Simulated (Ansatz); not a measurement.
**Ir under changes of volume**

One of the cells (14.059 Å³/atom); the others are scaled copies at fixed shape and fractional positions:

```xyz
1
Lattice="0.0000 1.9156 1.9156 1.9156 0.0000 1.9156 1.9156 1.9156 0.0000" Properties=species:S:1:pos:R:3 pbc="T T T"
Ir    0.0000    0.0000    0.0000
```

```yaml
Program: Ansatz 0.2.0
Functional: PBE
Potentials_or_basis: all-electron LAPW, scalar-relativistic
Cutoff: 306 eV (chosen from the basis error)
Basis_error_allowed: 0.0005 eV/atom
k_mesh: 12 × 12 × 12
Occupations: fermi-dirac, width 0.05 eV
Spin: no spin polarisation
```

```tsv
volume (Å³/atom)	energy over the lowest point (meV/atom)	pressure (GPa)
13.215	142.60	40.1
13.496	81.96	29.3
13.778	39.27	19.7
14.059	12.54	11.1
14.340	0.00	3.5
14.621	0.08	-3.3
14.902	?	?
```

Q: What does the run at 14.902 Å³/atom give?

A: Energy over the lowest point 11.38 meV/atom; pressure -9.3 GPa.

Worked out: A Birch-Murnaghan fit of order 3 (a polynomial in V^(-2/3)) to the other rows has its minimum at 14.48 Å³/atom with B0 = V·E''(V) = 348 GPa and B' = 5.1. It gives 11.31 meV/atom at 14.902 Å³/atom, against the run's 11.38, and -dE/dV = -9.4 GPa, against -9.3.

Energies are extrapolated to zero smearing.

The runs don't all hold the same shells in valence.
